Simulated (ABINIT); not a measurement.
Runs of ABINIT 10.8.3 (patched build) on Ag. It takes space group Fm-3m (No. 225, cubic). The conventional cell has a = 4.085 Å, b = 4.085 Å, c = 4.085 Å, α = 90.00°, β = 90.00°, γ = 90.00°. Ag (site symmetry m-3m) is surrounded by 12 Ag at 2.89 Å. 

| task | level | potentials or basis | spin | cutoff (eV) | fine-grid cutoff | gap on the mesh (eV) | pressure (GPa) | V0 of scaled cells (Å³/atom) | B0 (GPa) |
| --- | --- | --- | --- | --- | --- | --- | --- | --- | --- |
| equation of state | PBE | SG15 NC PBE v1.2 | off | 707 | - | - | - | 17.79 | 89 |
| band structure | r2SCAN | JTH PAW PBE v2.0 | off | 544 | 1088.46 eV | none | (a) | - | - |
| equation of state | PBE | PseudoDojo NC SR PBE v0.4 stringent | off | 1116 | - | - | - | 17.79 | 90 |
| equation of state | PBE | JTH PAW PBE v2.0 | off | 463 | 925.187 eV | - | - | 17.84 | 89 |
| band structure | PBE | JTH PAW PBE v2.0 | SOC, no magnetisation | 463 | 925.187 eV | none | 4.4 | - | - |

Alike in all rows: cell as given; k mesh 11 × 11 × 11; smearing fermi-dirac 0.05 eV.

Q: Fill in the values left out.

A: (a) 1.1.

Caveats: pressures at fixed basis lie under the slope of the energies (some runs); the PAW data sets were made with another functional, which shifts forces and pressure a little (some runs).

A k mesh can miss the band edges, and rows without SOC leave out spin-orbit coupling on Ag.

A gap of «none» marks a metal or a gap under the smearing width.
